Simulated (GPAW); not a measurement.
Fe:

```
Fe
1.0
     0.00000    1.94174    1.96511
     1.49844    0.00000    1.96511
     1.49844    1.94174    0.00000
Fe
1
Direct
  0.00000 0.00000 0.00000
```

Program: GPAW 26.7.0. Alike in all runs: task band structure; potentials or basis PAW data sets generated in the run's folder for this functional, pw; spin collinear, ferromagnetic start; cell as given; k mesh 11 × 11 × 11; cutoff (eV) 600; smearing fermi-dirac 0.05 eV.

Question: Order these runs on this cell by their pressure, lowest first.
A. level PBEsol+U; U Fe d U = 1 eV
B. level PBEsol+U; U Fe d U = 8 eV
C. level PBEsol
D. level PBEsol+U; U Fe d U = 4 eV
E. level PBEsol+U; U Fe d U = 6 eV

Answer: C (-7.2 GPa), A (3.7 GPa), D (21.7 GPa), E (34.6 GPa), B (42.7 GPa).

Caveats: the U is typed as a test and isn't derived for this compound (some runs); a pressure of tens of GPa on the cell as given is suspect, and the run, the potentials or the cell itself is likely at fault (some runs).

Not every run made on this cell is shown here.
